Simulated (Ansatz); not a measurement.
Ansatz input

```yaml
crystal:
  lattice:
    - [2.7462743686, 0.0, 0.0]
    - [-1.3731371843, 2.3783433689, 0.0]
    - [0.0, 0.0, 8.9626297902]
  atoms:
    - { symbol: Rh, position: [1.0, 1.0, 0.0], spin: 1.0 }
    - { symbol: Rh, position: [1.0, 1.0, 0.5], spin: 1.0 }
    - { symbol: Rh, position: [0.3333333333, 0.6666666667, 0.25], spin: 1.0 }
    - { symbol: Rh, position: [0.6666666667, 0.3333333333, 0.75], spin: 1.0 }
hamiltonian:
  xc: pbe
  pseudopotentials:
    kind: paw
    azcp:
      Rh: "pseudopotentials/Rh.paw.azcp"
basis:
  ecutwfc: 420
  fft_grid_basis: typed
kpoints:
  mp_grid: { grid: [18, 18, 5], shift: [0, 0, 0] }
magnetization:
  spin_polarized: true
scf:
  occupations: { method: fermi_dirac, width: 0.05 }
output:
  stress: true
```

and its output:

```
Engine: ansatz 0.2.0, aarch64-unknown-linux-gnu
Pseudopotentials: kind: paw
Pseudopotential: Rh, paw, valence charge 17, recommended cutoff 420 eV (normal) 
Functional definition: PBE
  parameter kappa = 0.804
  parameter beta = 0.06672455060314922
  exchange = pbe_x(kappa = kappa, mu = beta*pi^2/3)
  correlation = pbe_c(beta = beta)
Crystal: 4 atoms, lattice volume = 58.540 Å³
Basis set: ecut = 420 eV, 1151 PW (Γ)
Bands: 44, of which v1, the nominal top of the filled ones, is band 34 counted from 1 (33 counted from 0)
Symmetry: 24 space group operations
Space group: P63/mmc (ITA 194), of the structure as read, at distance tolerance 3.9e-5 Å
Magnetic group: BNS 194.263 (UNI 1493), of the structure as read, at distance tolerance 3.9e-5 Å
k-points: 111 of 1620
Non-local potential: Rh, projectors of the file, l = 0: 3, l = 1: 2, l = 2: 2, l = 3: 1
PAW form: soft (Blöchl's): semilocal exchange-correlation on the pseudo side does not see the compensation charge
PAW one-centre angular grid: Rh, 590 points (default); XC on 64 Gauss nodes
Initial density: superposition of atomic densities (chi_scale 0.1, normalization cell)
Starting moments: Σ|m| = 4 μB on 4 of 4 sites
Initial wavefunctions: pseudopotential atomic-orbital guess
Functional: x = pbe(κ = 0.804, μ = 0.2195149727645171), c = pbe(β = 0.06672455060314922)
SCF iter   1: F=—  HF=-25614.158294 eV  |F-HF|=—  |Δ(HF+E_count)|=         —  Δρ=9.31e-2 (↑9.31e-2 ↓3.42e-2)  dr2=6.12e0  dr2_m=1.20e0  M=0.597 μB ∫|m|=0.597 μB  β_m=0.30  ethr=3.10e-3  ⟨swp⟩=5.8  Hψ=32924  notcnv=0  defer=5
Mixer restart at iter 1: flushing history
spin=Collinear: Kerker preconditioning applied to the charge; magnetization (m = ρ↑ − ρ↓) channel mixes plain (no charge-response kernel on spin).
SCF iter   2: F=—  HF=-25612.385988 eV  |F-HF|=—  |Δ(HF+E_count)|=    1.77e0  Δρ=6.30e-2 (↑6.30e-2 ↓2.44e-2)  dr2=2.51e0  dr2_m=6.30e-1  M=0.505 μB ∫|m|=0.505 μB  β_m=0.58  ethr=3.10e-3  ⟨swp⟩=3.0  Hψ=17041  notcnv=0  defer=481
SCF iter   3: F=—  HF=-25611.452632 eV  |F-HF|=—  |Δ(HF+E_count)|=   9.33e-1  Δρ=1.10e-2 (↑9.37e-3 ↓1.10e-2)  dr2=3.85e-2  dr2_m=3.13e-2  M=0.174 μB ∫|m|=0.181 μB  β_m=0.79  ethr=3.10e-3  ⟨swp⟩=2.0  Hψ=15384  notcnv=0  defer=481
SCF iter   4: F=—  HF=-25611.438559 eV  |F-HF|=—  |Δ(HF+E_count)|=   1.41e-2  Δρ=9.50e-4 (↑9.50e-4 ↓5.73e-4)  dr2=6.80e-4  dr2_m=6.89e-5  M=0.012 μB ∫|m|=0.019 μB  β_m=0.85  ethr=5.66e-5  ⟨swp⟩=2.0  Hψ=20353  notcnv=0  defer=497
SCF iter   5: F=—  HF=-25611.437606 eV  |F-HF|=—  |Δ(HF+E_count)|=   9.53e-4  Δρ=3.67e-4 (↑3.67e-4 ↓3.31e-4)  dr2=4.42e-5  dr2_m=4.29e-5  M=0.008 μB ∫|m|=0.011 μB  β_m=0.93  ethr=1.00e-6  ⟨swp⟩=2.4  Hψ=17257  notcnv=0  defer=497
SCF iter   6: F=—  HF=-25611.437649 eV  |F-HF|=—  |Δ(HF+E_count)|=   4.25e-5  Δρ=7.32e-5 (↑7.32e-5 ↓5.72e-5)  dr2=2.97e-6  dr2_m=7.93e-7  M=0.001 μB ∫|m|=0.002 μB  β_m=0.96  ethr=6.50e-8  ⟨swp⟩=2.0  Hψ=16983  notcnv=0  defer=497
SCF iter   7: F=—  HF=-25611.437649 eV  |F-HF|=—  |Δ(HF+E_count)|=   4.35e-7  Δρ=1.98e-5 (↑1.35e-5 ↓1.98e-5)  dr2=4.49e-7  dr2_m=1.58e-8  M=0.000 μB ∫|m|=0.000 μB  β_m=0.98  ethr=4.37e-9  ⟨swp⟩=2.2  Hψ=16594  notcnv=0  defer=497
SCF iter   8: F=—  HF=-25611.437649 eV  |F-HF|=—  |Δ(HF+E_count)|=   1.05e-7  Δρ=2.66e-6 (↑2.64e-6 ↓2.66e-6)  dr2=1.06e-8  dr2_m=1.36e-11  M=0.000 μB ∫|m|=0.000 μB  β_m=0.98  ethr=6.60e-10  ⟨swp⟩=2.0  Hψ=15302  notcnv=0  defer=497
SCF iter   9: F=-25611.437649 eV  HF=-25611.437649 eV  |F-HF|=1.03e-8  |Δ(HF+E_count)|=  7.13e-10  Δρ=1.85e-6 (↑1.69e-6 ↓1.85e-6)  dr2=1.18e-8  dr2_m=1.26e-11  M=-0.000 μB ∫|m|=0.000 μB  ethr=1.56e-11  ⟨swp⟩=1.0  Hψ=28065  notcnv=0
SCF 1 converged in 9 iterations: F = -25611.437649 eV  dr2 = 1.18e-8
WARN: the starting moments were not kept: the SCF closed with an absolute magnetisation of 1.6e-5 μB, where they sum to 4 μB in size (4 sites). That is at most 0.1 of that sum. Measured as dr2_m measures the in/out step, that magnetisation stands 4.3e-11 eV from none, at or under the dr2_threshold of 1.0e-7 eV: it is no larger than a step whose dr2_m would equal this threshold. The system may hold no moment; this SCF shows only that its start led to no more than that. To try another start: raise the starting moments (crystal.atoms[].spin, magnetization.per_species, magnetization.initial_magnetization, or on a non-collinear deck that types none of these the spinor_matrix: blocks that start its atoms; where the total moment is fixed, keep their sum and leave initial_magnetization as it is; typed ones take the place of any that the run laid by itself, positive ones on a crystal's lanthanoids without a Hubbard term where scf.initial_density.shell_occupations: [] is typed) or, if the notice of its spin-set hold's release reads "site moments contracting" or "site moments show no strong build", lengthen the hold (scf.mixing.spin_hold: { on: { confirm: 4 } }; for m-r²SCAN on two components see the key's manual first). Each may lead to a state that holds a moment. A second SCF, from the converged charge density, with the starting moments and any scf.initial_density.shell_occupations laid on it anew, would have followed, and was not run: the deck does not ask for one (magnetization.retry_lost_moments is false, the default). To let it run, set magnetization.retry_lost_moments: true and run the deck again, where that key's refused combinations let it; where memory then withholds it, that run's warning says so.
SCF converged after 9 iterations
Magnetization: -0.0000 μB (34.0000 up, 34.0000 down)
Absolute magnetization: 0.0000 μB (∫|ρ↑−ρ↓|, with the PAW one-centre terms)
Spin contamination: 0.0000 ħ² per cell (⟨S²⟩ above its minimum at these occupations)
Per-site moments (μB) at R_I (Å): [(-4.2239259405153865e-6, 1.132277067503714), (-4.223925940508509e-6, 1.132277067503714), (-3.059688926787963e-6, 1.132277067503714), (-3.0596889268704186e-6, 1.132277067503714)]
Free energy (F): -25611.437649 eV
Harris-Foulkes:  -25611.437649 eV  (|F-HF|=1.03e-8)
Internal energy: -25611.385226 eV  (E = F + TS)
E sigma→0 (E₀):  -25611.411437 eV
Entropy (-TS):   -0.052423 eV (-13.106 meV/atom)
Fermi energy:    20.683551 eV
--- Per-component energies (eV) ---
  E_band       = -443.200651
  E_kinetic    = 2286.228071
  E_local      = -6559.360271  (includes V_loc(G=0)·N_el)
  E_nonlocal   = 1418.621991
  E_hartree    = 2302.975259
  E_xc         = -884.878164
  E_vxc        = -1110.552676  (∫ρ·V_xc dr)
  E_paw        = -14347.410893  (= ΣΔE_a)
  E_vpaw       = -1084.096446  (= ΣTr[D̂ρ^β])
  E_aug_tail   = 0.003540  (compensation charges beyond the density's cutoff)
  E_ewald      = -9827.564759
  E_smearing   = -0.052423  (= −TS)
  E_closure    = 0.000000  (closes the sum)
  Σ components = -25611.437649   (vs F -25611.437649, Δ=0.00e0)
--- Stress (GPa, compression-positive) ---
       -8.922181       0.000000      -0.000000
        0.000000      -8.922181      -0.000000
       -0.000000      -0.000000      -9.305506
  P = ⅓ Tr σ = -9.0500 GPa (-90.500 kbar)
```
